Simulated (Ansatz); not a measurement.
# Aluminium, simple cubic under PBE: structure, energy and stiffness

What does PBE give for aluminium in the simple cubic structure? We relax it, solve it on a dense k-mesh, switch on spin-orbit coupling, then scale the cell to 7 volumes from 88 to 112 % of the relaxed one and try a fit of the equation of state. The k-meshes are 12×12×12 for the relaxation; 19×19×19 for the dense run; 12×12×12 for spin-orbit coupling; 13×13×13 for the volumes.

This is Al in the simple cubic structure; at room conditions it is fcc.

Program: Ansatz 0.2.0. Level of theory: DFT PBE, plane waves (420 eV) with PAW, scalar-relativistic. These are calculated values, not measurements.

## 1. Starting point

Symmetry: Pm-3m, No. 221, cubic system. The conventional cell has a = 2.617 Å, b = 2.617 Å, c = 2.617 Å, α = 90.00°, β = 90.00°, γ = 90.00°. Al (site symmetry m-3m) has 6 Al at 2.62 Å as nearest neighbours.

Coordinates:

```xyz
1
Lattice="2.6174 0.0000 0.0000 0.0000 2.6174 0.0000 0.0000 0.0000 2.6174" Properties=species:S:1:pos:R:3 pbc="T T T"
Al    0.0000    0.0000    0.0000
```

## 2. Relaxing cell and atoms

File input.yaml:

```yaml
crystal:
  lattice:
    - [2.6173666896, 0.0, 0.0]
    - [0.0, 2.6173666896, 0.0]
    - [0.0, 0.0, 2.6173666896]
  atoms:
    - { symbol: Al, position: [0.0, 0.0, 0.0] }
hamiltonian:
  xc: pbe
  pseudopotentials:
    kind: paw
    azcp:
      Al: "pseudopotentials/Al.paw.azcp"
basis:
  ecutwfc: 420
  fft_grid_basis: typed
kpoints:
  mp_grid: { grid: [12, 12, 12], shift: [0, 0, 0] }
magnetization:
  spin_polarized: false
scf:
  occupations: { method: fermi_dirac, width: 0.1 }
relax:
  max_steps: 60
  f_tol: 0.01
  cell: {}
```

Command:

```bash
$ ansatz run input.yaml --threads 1 --pin off --max-ram 3584MiB --backend cpu --events-out ev --progress --plain --runs-dir out
```

What it wrote:

```text
Engine: ansatz 0.2.0, x86_64-unknown-linux-gnu
Pseudopotentials: kind: paw
Pseudopotential: Al, paw, valence charge 3, recommended cutoff 420 eV (normal), <dir>
Functional definition: PBE
  parameter kappa = 0.804
  parameter beta = 0.06672455060314922
  exchange = pbe_x(kappa = kappa, mu = beta*pi^2/3)
  correlation = pbe_c(beta = beta)
Crystal: 1 atoms, lattice volume = 17.931 Å³
Basis set: ecut = 420 eV, 365 PW (Γ), exchange–correlation on 36×36×36 points (8 copies of the dense FFT grid, shifted against one another)
Bands: 6, of which v1, the nominal top of the filled ones, is band 2 counted from 1 (1 counted from 0)
Symmetry: 48 space group operations
Space group: Pm-3m (ITA 221), of the structure as read, at distance tolerance 2.6e-5 Å
k-points: 84 of 1728
Non-local potential: Al, projectors of the file, l = 0: 2, l = 1: 2, l = 2: 1
PAW form: soft (Blöchl's): semilocal exchange-correlation on the pseudo side does not see the compensation charge
PAW one-centre angular grid: Al, 110 points (default); XC on 64 Gauss nodes
Initial density: superposition of atomic densities (neutral atoms: chi_scale 0, normalization atom), corrected by the library's trained network
Initial wavefunctions: pseudopotential atomic-orbital guess
Functional: x = pbe(κ = 0.804, μ = 0.2195149727645171), c = pbe(β = 0.06672455060314922)
SCF iter   1: F=—  HF=-537.084256 eV  |F-HF|=—  |Δ(HF+E_count)|=         —  Δρ=1.85e-3  dr2=8.23e-4  ethr=1.77e-3  ⟨swp⟩=4.8  Hψ=4540  notcnv=0
preconditioner: auto → none  [metal: Δε(μ)=0.106 eV  Ē_g=12.766 eV  σ=0.100 eV  W_gap=0.26  n_scr=0 (ndim 8)  ℏωp=15.2 eV  f_vac=0.000  D(μ)=0.40/eV (n_scr^D=0)]
SCF iter   2: F=—  HF=-537.084152 eV  |F-HF|=—  |Δ(HF+E_count)|=   1.04e-4  Δρ=8.62e-4  dr2=1.72e-4  ethr=2.74e-5  ⟨swp⟩=1.0  Hψ=1176  notcnv=0
SCF iter   3: F=—  HF=-537.084141 eV  |F-HF|=—  |Δ(HF+E_count)|=   1.15e-5  Δρ=3.87e-5  dr2=1.84e-7  ethr=5.73e-6  ⟨swp⟩=1.9  Hψ=668  notcnv=0
SCF iter   4: F=—  HF=-537.084170 eV  |F-HF|=—  |Δ(HF+E_count)|=   2.93e-5  Δρ=1.18e-5  dr2=3.04e-8  ethr=6.12e-9  ⟨swp⟩=2.0  Hψ=677  notcnv=0
iter 5 did not close the SCF: its close was put off for the readings that it lacked (scf_convergence_deferred on its scf_iter line)
SCF iter   5: F=-537.084170 eV  HF=-537.084170 eV  |F-HF|=1.68e-11  |Δ(HF+E_count)|=  6.58e-10  Δρ=1.83e-6  dr2=7.21e-10  ethr=1.01e-9  ⟨swp⟩=1.6  Hψ=619  notcnv=0
SCF iter   6: F=-537.084170 eV  HF=-537.084170 eV  |F-HF|=3.41e-13  |Δ(HF+E_count)|=  9.78e-12  Δρ=1.33e-7  dr2=3.89e-12  ethr=2.40e-11  ⟨swp⟩=1.0  Hψ=1379  notcnv=0
SCF 1 converged in 6 iterations: F = -537.084170 eV  dr2 = 3.89e-12
relax step   1: F+E_penalty+E_count = -537.08416989 eV  Δ(F+E_penalty+E_count) = +0.000e0 eV  max|allowed force component| = 0.000e0 eV/Å  Δτ_max = 0.0000 Å  P = +8.477 GPa  Ω = 17.931 Å³  (6 SCF iters, dr2 threshold 1.00e-7 eV, accepted)
Crystal: 1 atoms, lattice volume = 19.696 Å³
Basis set: ecut = 420 eV, 389 PW (Γ), exchange–correlation on 36×36×36 points (8 copies of the dense FFT grid, shifted against one another)
Initial density: handed on by an earlier stage of this run
Initial wavefunctions: those handed on with the density
iter 1 solved again at ethr=1.53e-5 eV; its pass at ethr=3.10e-3 eV (dr2=4.60e-4 eV) is discarded
SCF iter   1: F=—  HF=-537.135394 eV  |F-HF|=—  |Δ(HF+E_count)|=         —  Δρ=1.62e-3  dr2=4.65e-4  ethr=1.53e-5  ⟨swp⟩=1.0  Hψ=5292  notcnv=0
preconditioner: auto → none  [metal: Δε(μ)=0.095 eV  Ē_g=12.077 eV  σ=0.100 eV  W_gap=0.23  n_scr=0 (ndim 8)  ℏωp=14.5 eV  f_vac=0.000  D(μ)=0.48/eV (n_scr^D=0)]
SCF iter   2: F=—  HF=-537.134765 eV  |F-HF|=—  |Δ(HF+E_count)|=   6.29e-4  Δρ=8.26e-4  dr2=1.17e-4  ethr=1.53e-5  ⟨swp⟩=1.0  Hψ=506  notcnv=0
SCF iter   3: F=—  HF=-537.134579 eV  |F-HF|=—  |Δ(HF+E_count)|=   1.87e-4  Δρ=2.23e-5  dr2=9.16e-8  ethr=3.90e-6  ⟨swp⟩=1.8  Hψ=599  notcnv=0
SCF iter   4: F=—  HF=-537.134510 eV  |F-HF|=—  |Δ(HF+E_count)|=   6.83e-5  Δρ=5.43e-6  dr2=5.15e-9  ethr=3.05e-9  ⟨swp⟩=3.8  Hψ=1144  notcnv=0
SCF iter   5: F=-537.134510 eV  HF=-537.134510 eV  |F-HF|=1.89e-11  |Δ(HF+E_count)|=   1.47e-9  Δρ=8.68e-7  dr2=1.74e-10  ethr=1.72e-10  ⟨swp⟩=1.9  Hψ=1386  notcnv=0
SCF 2 converged in 5 iterations: F = -537.134510 eV  dr2 = 1.74e-10
relax step   2: F+E_penalty+E_count = -537.13451046 eV  Δ(F+E_penalty+E_count) = -5.034e-2 eV  max|allowed force component| = 0.000e0 eV/Å  Δτ_max = 0.0000 Å  P = +1.320 GPa  Ω = 19.696 Å³  energy of the carried Pulay correction = -4.619e-4 eV  (5 SCF iters, dr2 threshold 1.00e-7 eV, accepted)
Crystal: 1 atoms, lattice volume = 20.060 Å³
iter 1 solved again at ethr=4.07e-7 eV; its pass at ethr=3.10e-3 eV (dr2=1.22e-5 eV) is discarded
SCF iter   1: F=—  HF=-537.136256 eV  |F-HF|=—  |Δ(HF+E_count)|=         —  Δρ=2.89e-4  dr2=1.53e-5  ethr=4.07e-7  ⟨swp⟩=2.0  Hψ=4994  notcnv=0
preconditioner: auto → none  [metal: Δε(μ)=0.087 eV  Ē_g=11.945 eV  σ=0.100 eV  W_gap=0.21  n_scr=0 (ndim 8)  ℏωp=14.4 eV  f_vac=0.000  D(μ)=0.49/eV (n_scr^D=0)]
SCF iter   2: F=—  HF=-537.136150 eV  |F-HF|=—  |Δ(HF+E_count)|=   1.07e-4  Δρ=1.47e-4  dr2=3.81e-6  ethr=4.07e-7  ⟨swp⟩=1.4  Hψ=541  notcnv=0
SCF iter   3: F=-537.136144 eV  HF=-537.136144 eV  |F-HF|=1.56e-9  |Δ(HF+E_count)|=   6.03e-6  Δρ=3.57e-6  dr2=1.79e-9  ethr=3.33e-9  ⟨swp⟩=2.8  Hψ=1566  notcnv=0
SCF 3 converged in 3 iterations: F = -537.136144 eV  dr2 = 1.79e-9
relax step   3: F+E_penalty+E_count = -537.13614373 eV  Δ(F+E_penalty+E_count) = -1.633e-3 eV  max|allowed force component| = 0.000e0 eV/Å  Δτ_max = 0.0000 Å  P = +0.212 GPa  Ω = 20.060 Å³  energy of the carried Pulay correction = -5.519e-4 eV  (3 SCF iters, dr2 threshold 1.00e-7 eV, accepted)
Crystal: 1 atoms, lattice volume = 20.132 Å³
iter 1 solved again at ethr=1.62e-8 eV; its pass at ethr=3.10e-3 eV (dr2=4.87e-7 eV) is discarded
SCF iter   1: F=—  HF=-537.136265 eV  |F-HF|=—  |Δ(HF+E_count)|=         —  Δρ=5.74e-5  dr2=6.06e-7  ethr=1.62e-8  ⟨swp⟩=2.0  Hψ=4900  notcnv=0
preconditioner: auto → none  [metal: Δε(μ)=0.085 eV  Ē_g=11.920 eV  σ=0.100 eV  W_gap=0.21  n_scr=0 (ndim 8)  ℏωp=14.3 eV  f_vac=0.000  D(μ)=0.49/eV (n_scr^D=0)]
SCF iter   2: F=—  HF=-537.136175 eV  |F-HF|=—  |Δ(HF+E_count)|=   9.00e-5  Δρ=2.95e-5  dr2=1.46e-7  ethr=1.62e-8  ⟨swp⟩=2.0  Hψ=630  notcnv=0
SCF iter   3: F=-537.136175 eV  HF=-537.136175 eV  |F-HF|=2.16e-10  |Δ(HF+E_count)|=   1.99e-7  Δρ=1.86e-6  dr2=4.48e-10  ethr=3.33e-9  ⟨swp⟩=3.6  Hψ=1103  notcnv=0
SCF 4 converged in 3 iterations: F = -537.136175 eV  dr2 = 4.48e-10
relax step   4: F+E_penalty+E_count = -537.13617502 eV  Δ(F+E_penalty+E_count) = -3.129e-5 eV  max|allowed force component| = 0.000e0 eV/Å  Δτ_max = 0.0000 Å  P = +0.007 GPa  Ω = 20.132 Å³  energy of the carried Pulay correction = -5.693e-4 eV  (3 SCF iters, dr2 threshold 1.00e-7 eV, accepted)
Basis set: ecut = 420 eV, 389 PW (Γ), exchange–correlation on 40×40×40 points (8 copies of the dense FFT grid, shifted against one another)
Initial wavefunctions: pseudopotential atomic-orbital guess (no wavefunctions were taken with the density)
iter 1 solved again at ethr=2.42e-8 eV; its pass at ethr=3.10e-3 eV (dr2=7.26e-7 eV) is discarded
SCF iter   1: F=—  HF=-537.137263 eV  |F-HF|=—  |Δ(HF+E_count)|=         —  Δρ=9.41e-5  dr2=1.68e-7  ethr=2.42e-8  ⟨swp⟩=2.9  Hψ=6015  notcnv=0
preconditioner: auto → none  [metal: Δε(μ)=0.085 eV  Ē_g=11.919 eV  σ=0.100 eV  W_gap=0.21  n_scr=0 (ndim 8)  ℏωp=14.3 eV  f_vac=0.000  D(μ)=0.49/eV (n_scr^D=0)]
SCF iter   2: F=—  HF=-537.137292 eV  |F-HF|=—  |Δ(HF+E_count)|=   2.95e-5  Δρ=4.77e-5  dr2=4.22e-8  ethr=5.60e-9  ⟨swp⟩=2.0  Hψ=629  notcnv=0
SCF iter   3: F=—  HF=-537.137293 eV  |F-HF|=—  |Δ(HF+E_count)|=   8.51e-7  Δρ=1.90e-6  dr2=5.75e-10  ethr=1.41e-9  ⟨swp⟩=2.0  Hψ=636  notcnv=0
SCF iter   4: F=-537.137293 eV  HF=-537.137293 eV  |F-HF|=1.77e-11  |Δ(HF+E_count)|=  3.06e-10  Δρ=2.48e-7  dr2=2.21e-12  ethr=1.00e-12  ⟨swp⟩=3.2  Hψ=1650  notcnv=0
SCF 5 converged in 4 iterations: F = -537.137293 eV  dr2 = 2.21e-12
relax step   5: F+E_penalty+E_count = -537.13729294 eV  Δ(F+E_penalty+E_count) = -1.118e-3 eV  max|allowed force component| = 0.000e0 eV/Å  Δτ_max = 0.0000 Å  P = +0.094 GPa  Ω = 20.132 Å³  stress off target by 9.44e-2 GPa  SCF on the basis re-selected at this cell (its energy is not comparable with the rows above)  (4 SCF iters)
basis re-selected at this cell: Δ(F+E_penalty+E_count) = -1.118e-3 eV, ΔP = +0.088 GPa vs the last step (what re-selecting the basis moved, of the pressure what is left beyond the Pulay correction that the steps carried, after the strain that the cell walked since its last selection, with what the two solves' SCF thresholds leave and, on support functions, any second-order correction that the steps lacked; it is no measure of the basis error at this ecutwfc). The dense FFT grid was sized anew with the basis: this SCF ran on 20×20×20 points, the steps before it on 18×18×18, so part of this shift can come from that change (see relax.cell in the input reference). This SCF's stress stands 9.44e-2 GPa from its target on what of the cell is left free (relax.cell.stress_tol is 5.00e-2 GPa) and its largest allowed force component is 0.00e0 eV/Å (relax.f_tol is 1.00e-2 eV/Å): not within both, so this SCF does not close the relaxation
Crystal: 1 atoms, lattice volume = 20.164 Å³
iter 1 solved again at ethr=2.95e-9 eV; its pass at ethr=3.10e-3 eV (dr2=8.86e-8 eV) is discarded
SCF iter   1: F=—  HF=-537.137264 eV  |F-HF|=—  |Δ(HF+E_count)|=         —  Δρ=2.51e-5  dr2=1.10e-7  ethr=2.95e-9  ⟨swp⟩=2.0  Hψ=4910  notcnv=0
preconditioner: auto → none  [metal: Δε(μ)=0.084 eV  Ē_g=11.908 eV  σ=0.100 eV  W_gap=0.21  n_scr=0 (ndim 8)  ℏωp=14.3 eV  f_vac=0.000  D(μ)=0.49/eV (n_scr^D=0)]
SCF iter   2: F=—  HF=-537.137292 eV  |F-HF|=—  |Δ(HF+E_count)|=   2.79e-5  Δρ=1.29e-5  dr2=3.05e-8  ethr=2.95e-9  ⟨swp⟩=2.0  Hψ=630  notcnv=0
SCF iter   3: F=-537.137292 eV  HF=-537.137292 eV  |F-HF|=3.85e-11  |Δ(HF+E_count)|=   4.66e-8  Δρ=1.35e-6  dr2=3.70e-10  ethr=7.43e-10  ⟨swp⟩=3.6  Hψ=1104  notcnv=0
SCF 6 converged in 3 iterations: F = -537.137292 eV  dr2 = 3.70e-10
relax step   6: F+E_penalty+E_count = -537.13729222 eV  Δ(F+E_penalty+E_count) = +7.270e-7 eV  max|allowed force component| = 0.000e0 eV/Å  Δτ_max = 0.0000 Å  P = +0.002 GPa  Ω = 20.164 Å³  energy of the carried Pulay correction = -1.062e-5 eV  (3 SCF iters, dr2 threshold 2.23e-8 eV, accepted)
iter 1 solved again at ethr=1.37e-8 eV; its pass at ethr=3.10e-3 eV (dr2=4.10e-7 eV) is discarded
SCF iter   1: F=—  HF=-537.137272 eV  |F-HF|=—  |Δ(HF+E_count)|=         —  Δρ=3.80e-6  dr2=2.05e-9  ethr=1.37e-8  ⟨swp⟩=3.1  Hψ=6065  notcnv=0
SCF iter   2: F=—  HF=-537.137300 eV  |F-HF|=—  |Δ(HF+E_count)|=   2.81e-5  Δρ=7.10e-7  dr2=3.48e-11  ethr=6.82e-11  ⟨swp⟩=2.1  Hψ=659  notcnv=0
SCF iter   3: F=-537.137300 eV  HF=-537.137300 eV  |F-HF|=3.27e-11  |Δ(HF+E_count)|=  6.65e-11  Δρ=4.00e-7  dr2=9.35e-12  ethr=1.00e-12  ⟨swp⟩=4.3  Hψ=1196  notcnv=0
SCF 7 converged in 3 iterations: F = -537.137300 eV  dr2 = 9.35e-12
relax step   7: F+E_penalty+E_count = -537.13730040 eV  Δ(F+E_penalty+E_count) = -8.186e-6 eV  max|allowed force component| = 0.000e0 eV/Å  Δτ_max = 0.0000 Å  P = +0.002 GPa  Ω = 20.164 Å³  stress off target by 2.03e-3 GPa  SCF on the basis re-selected at this cell (its energy is not comparable with the rows above)  (3 SCF iters)
basis re-selected at this cell: Δ(F+E_penalty+E_count) = -8.186e-6 eV, ΔP = +0.000 GPa vs the last step (what re-selecting the basis moved, of the pressure what is left beyond the Pulay correction that the steps carried, after the strain that the cell walked since its last selection, with what the two solves' SCF thresholds leave and, on support functions, any second-order correction that the steps lacked; it is no measure of the basis error at this ecutwfc). This SCF's stress stands 2.03e-3 GPa from its target on what of the cell is left free (relax.cell.stress_tol is 5.00e-2 GPa) and its largest allowed force component is 0.00e0 eV/Å (relax.f_tol is 1.00e-2 eV/Å): within both
SCF converged after 3 iterations
Free energy (F): -537.137300 eV
Harris-Foulkes:  -537.137300 eV  (|F-HF|=3.27e-11)
Internal energy: -537.120585 eV  (E = F + TS)
E sigma→0 (E₀):  -537.128943 eV
Entropy (-TS):   -0.016716 eV (-16.716 meV/atom)
Fermi energy:    5.586792 eV
--- Per-component energies (eV) ---
  E_band       = 5.648555
  E_kinetic    = 20.881631
  E_local      = 4.340251  (includes V_loc(G=0)·N_el)
  E_nonlocal   = 10.882707
  E_hartree    = 0.433100
  E_xc         = -38.737773
  E_vxc        = -27.616276  (∫ρ·V_xc dr)
  E_paw        = -467.373390  (= ΣΔE_a)
  E_vpaw       = -3.705953  (= ΣTr[D̂ρ^β])
  E_aug_tail   = -0.000002  (compensation charges beyond the density's cutoff)
  E_ewald      = -67.547109
  E_smearing   = -0.016716  (= −TS)
  E_closure    = 0.000000  (closes the sum)
  Σ components = -537.137300   (vs F -537.137300, Δ=0.00e0)
--- Forces (eV/Å), atoms counted from 1 ---
  atom   1  Al     0.00000000     0.00000000     0.00000000
  max |Σ_I F_I| component: 2.25e-34 eV/Å
--- Stress (GPa, compression-positive) ---
        0.002032      -0.000000       0.000000
       -0.000000       0.002032      -0.000000
        0.000000      -0.000000       0.002032
  P = ⅓ Tr σ = 0.0020 GPa (0.020 kbar)
--- Relaxed structure (5 steps of the walk, 5 accepted, 2 SCFs on fresh bases) ---
  F+E_penalty+E_count = -537.13730040 eV   max|allowed force component| = 0.000e0 eV/Å   (the final SCF, on the basis selected at the relaxed cell)
  cell:  # Å, volume = 20.1645 Å³
    - [2.7218389360215007, -1.2839532962581571e-33, 2.5679065925163143e-34]
    - [-1.0271626370065257e-33, 2.721838936021501, 1.2839532962581572e-34]
    - [-2.5679065925163143e-34, 1.2839532962581572e-34, 2.7218389360215007]
  atoms:
    - { symbol: Al, position: [0.0, 0.0, 0.0] }
```

Run time: 5.9 s. Hardware: 1 thread of Intel Xeon Platinum 8259CL at 2.50GHz (Skylake/Cascade Lake), shared host; peak memory 0.46 GiB.

Relaxation path:

```csv
step,energy change (meV/atom),largest force (eV/Å),pressure (GPa),volume (Å³/atom)
1,0.00,0.0000,8.48,17.931
2,-50.34,0.0000,1.32,19.696
3,-51.97,0.0000,0.21,20.060
4,-52.01,0.0000,0.01,20.132
5,-53.12,0.0000,0.09,20.132
6,-53.12,0.0000,0.00,20.164
7,-53.13,0.0000,0.00,20.164
```

Steps that repeat a cell are solved on a basis chosen anew, so their changes of energy are no gain of the relaxation.

Changes in the cell that was computed:

|  | before | after | change |
| --- | --- | --- | --- |
| a (Å) | 2.617 | 2.722 | +4.0 % |
| b (Å) | 2.617 | 2.722 | +4.0 % |
| c (Å) | 2.617 | 2.722 | +4.0 % |
| volume (Å³/atom) | 17.931 | 20.164 | +12.5 % |
| shortest distance (Å) | 2.617 | 2.722 | +4.0 % |
| space group (spins left aside) | Pm-3m | Pm-3m | same |

## 3. Single point on a dense mesh

File input.yaml:

```yaml
crystal:
  lattice:
    - [2.721838936, 0.0, 0.0]
    - [0.0, 2.721838936, 0.0]
    - [0.0, 0.0, 2.721838936]
  atoms:
    - { symbol: Al, position: [0.0, 0.0, 0.0] }
hamiltonian:
  xc: pbe
  pseudopotentials:
    kind: paw
    azcp:
      Al: "pseudopotentials/Al.paw.azcp"
basis:
  ecutwfc: 420
  fft_grid_basis: typed
kpoints:
  mp_grid: { grid: [19, 19, 19], shift: [0, 0, 0] }
magnetization:
  spin_polarized: false
scf:
  occupations: { method: fermi_dirac, width: 0.1 }
```

Command:

```bash
$ ansatz run input.yaml --threads 1 --pin off --max-ram 3584MiB --backend cpu --events-out ev --progress --plain --runs-dir out
```

What it wrote, shortened:

```text
[...]
Pseudopotentials: kind: paw
Pseudopotential: Al, paw, valence charge 3, recommended cutoff 420 eV (normal), <dir>
Functional definition: PBE
[...]
Crystal: 1 atoms, lattice volume = 20.164 Å³
Basis set: ecut = 420 eV, 389 PW (Γ)
Bands: 6, of which v1, the nominal top of the filled ones, is band 2 counted from 1 (1 counted from 0)
Symmetry: 48 space group operations
Space group: Pm-3m (ITA 221), of the structure as read, at distance tolerance 2.7e-5 Å
k-points: 220 of 6859
[...]
SCF iter   1: F=—  HF=-537.138118 eV  |F-HF|=—  |Δ(HF+E_count)|=         —  Δρ=1.96e-3  dr2=1.13e-3  ethr=1.77e-3  ⟨swp⟩=4.7  Hψ=11850  notcnv=0
[...]
SCF iter   6: F=-537.137953 eV  HF=-537.137953 eV  |F-HF|=1.14e-12  |Δ(HF+E_count)|=  5.50e-11  Δρ=1.58e-7  dr2=6.26e-12  ethr=5.04e-11  ⟨swp⟩=1.0  Hψ=3640  notcnv=0
[...]
SCF converged after 6 iterations
Free energy (F): -537.137953 eV
[...]
E sigma→0 (E₀):  -537.129418 eV
Entropy (-TS):   -0.017070 eV (-17.070 meV/atom)
Fermi energy:    5.581886 eV
[...]
```

Wall time 2 s (1 thread of Intel Xeon Platinum 8259CL at 2.50GHz (Skylake/Cascade Lake), shared host); peak memory 0.46 GiB.

## 4. A two-component run at the same geometry

Changes to input.yaml since step 3:

```diff
@@ -10,3 +10,3 @@
   pseudopotentials:
-    kind: paw
+    kind: paw_fr
     azcp:
@@ -17,5 +17,6 @@
 kpoints:
-  mp_grid: { grid: [19, 19, 19], shift: [0, 0, 0] }
+  mp_grid: { grid: [12, 12, 12], shift: [0, 0, 0] }
 magnetization:
-  spin_polarized: false
+  noncollinear: true
+  spin_orbit: true
 scf:
```

Command:

```bash
$ ansatz run input.yaml --threads 1 --pin off --max-ram 3584MiB --backend cpu --events-out ev --progress --plain --runs-dir out
```

What it wrote, shortened:

```text
[...]
Pseudopotentials: kind: paw_fr
Pseudopotential: Al, paw_fr, valence charge 3, recommended cutoff 420 eV (normal), <dir>
Functional definition: PBE
[...]
non-collinear run that drives no moment, with spin-orbit: no starting moment large enough to seed its density (crystal.atoms[].spin), no starting occupations that ask for one, no magnetisation constraint and no magnetic field, so the semilocal B_xc is pinned to zero
Crystal: 1 atoms, lattice volume = 20.164 Å³
Basis set: ecut = 420 eV, 389 PW (Γ)
Bands: 12, of which v1, the nominal top of the filled ones, is band 3 counted from 1 (2 counted from 0)
Symmetry: 48 space group operations + 48 with time reversal
Magnetic group: BNS 221.93 (UNI 1595), of the structure as read, at distance tolerance 2.7e-5 Å
k-points: 84 of 1728
Projection manifold: j_resolved (fully-relativistic pseudo-atomic orbitals)
[...]
SCF iter   1: F=—  HF=-537.152867 eV  |F-HF|=—  |Δ(HF+E_count)|=         —  Δρ=1.51e-2  dr2=4.65e-2  dr2_m=0.00e0 (ungated)  ethr=3.10e-3  |M|=0.00e0 ∫|m|=0.00e0 μB  |m|>n=0.0e0 m-floor=0.0e0 τ_xc=0.0e0  β_m=0.30  ⟨swp⟩=5.9  Hψ=4829  notcnv=0  defer=4
[...]
SCF iter   5: F=-537.138557 eV  HF=-537.138557 eV  |F-HF|=4.66e-9  |Δ(HF+E_count)|=   2.82e-7  Δρ=1.09e-5  dr2=1.68e-8  dr2_m=0.00e0 (ungated)  ethr=3.33e-9  |M|=0.00e0 ∫|m|=0.00e0 μB  |m|>n=0.0e0 m-floor=0.0e0 τ_xc=0.0e0  ⟨swp⟩=1.9  Hψ=795  notcnv=0
[...]
SCF converged after 5 iterations
Magnetization: |M| = 0.0000 μB,  M = (+0.0000, +0.0000, +0.0000) μB
Absolute magnetization: 0.0000 μB (∫|m|)
  site 0: m = (+0.0000, +0.0000, +0.0000) μB, |m| = 0.0000 μB  (R = 1.12 Å)
Free energy (F): -537.138557 eV
[...]
E sigma→0 (E₀):  -537.130199 eV
Entropy (-TS):   -0.016716 eV (-16.716 meV/atom)
Fermi energy:    5.586843 eV
[...]
```

Wall time 3.1 s (1 thread of Intel Xeon Platinum 8259CL at 2.50GHz (Skylake/Cascade Lake), shared host); peak memory 0.41 GiB.

Side by side:

```csv
,scalar-relativistic,with spin-orbit coupling
k-mesh,19×19×19,12×12×12
gap on the mesh,none (levels filled in part),none (levels filled in part)
```

The meshes differ, so small differences between the columns need not come from spin-orbit coupling.

(Part 1 of 2 ends here.)
